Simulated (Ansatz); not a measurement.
Eu (dhcp type), DFT, PBE, all-electron LAPW, scalar-relativistic (Ansatz 0.2.0), on 2 threads of Intel(R) Xeon(R) Platinum 8375C CPU @ 2.90GHz (Ice Lake) (shared host).

Command: `ansatz run input.yaml --threads 2 --pin off --max-ram 6144MiB --backend cpu --events-out ev --progress --plain --runs-dir out`

```yaml
crystal:
  lattice:
    - [2.9884843318, 0.0, 0.0]
    - [-1.4942421659, 2.5881033501, 0.0]
    - [0.0, 0.0, 9.7035726857]
  atoms:
    - { symbol: Eu, position: [0.0, 0.0, 0.0], spin: 7.0 }
    - { symbol: Eu, position: [0.0, 0.0, 0.5], spin: 7.0 }
    - { symbol: Eu, position: [0.3333333333, 0.6666666667, 0.25], spin: 7.0 }
    - { symbol: Eu, position: [0.6666666667, 0.3333333333, 0.75], spin: 7.0 }
magnetization:
  spin_polarized: true
kpoints:
  mp_grid: { grid: [10, 10, 3] }
  band_path:
    path:
      - [0.0, 0.0, 0.0]
      - [0.5, 0.0, 0.0]
      - [0.3333333333, 0.3333333333, 0.0]
      - [0.0, 0.0, 0.0]
      - [0.0, 0.0, 0.5]
      - [0.5, 0.0, 0.5]
      - [0.3333333333, 0.3333333333, 0.5]
      - [0.0, 0.0, 0.5]
      - [0.5, 0.0, 0.5]
    npoints: 8
scf:
  occupations: { method: fermi_dirac, width: 0.1 }
hamiltonian:
  xc: pbe
  pseudopotentials: { kind: all_electron, lapw: { basis_error: 0.001 } }
output:
  forces: true
  stress: true
  eigenvalues: true
  populations: true
  dos: { projected: true, de: 0.2, e_range: [-14, 8] }
```

(1) How large is the problem that the program sets up?

(2) About how long does it take, and how much memory?

Answers

(1) 28 irreducible k-points, 813 plane waves at Γ, 101 bands.

(2) 3.4 min of wall time for 16 SCF iterations, with a peak of 1.1 GiB. Times on shared machines scatter by tens of per cent.
